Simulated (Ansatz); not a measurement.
Theory: DFT r2SCAN, scalar-relativistic, plane waves, PAW (Ansatz).

Plane waves to 500 eV, a k mesh through Γ of 18×18×18 on the computed 3-atom cell and Gaussian smearing (0.10 eV); no spin polarisation.

```yaml
crystal:
  lattice:
    - [-1.44853, 1.68383, 4.14246]
    - [1.44853, -1.68383, 4.14246]
    - [1.44853, 1.68383, -4.14246]
  atoms:
    - { symbol: Ti, position: [0.00000, 0.00000, 0.00000] }
    - { symbol: Si, position: [0.32992, 0.32992, 0.00000] }
    - { symbol: Si, position: [0.67008, 0.67008, 0.00000] }
```

**Question.** Is this geometry at equilibrium? Which atom feels the largest force?

**Answer.** It isn't. Atom 2 (Si) feels (0.00, 0.00, -0.09) eV/Å, 0.094 eV/Å in size, and symmetry-related atoms feel the same size.

**Question.** Give all forces and the stress.

**Answer.**
| atom | Fx | Fy | Fz |
| --- | --- | --- | --- |
| Ti1 | 0.000 | 0.000 | 0.000 |
| Si2 | 0.000 | 0.000 | -0.094 |
| Si3 | 0.000 | 0.000 | 0.094 |
Stress (GPa, compression positive):
```
5.36 0.00 0.00
0.00 5.33 0.00
0.00 0.00 4.99
```

This form isn't the usual stable structure of the compound.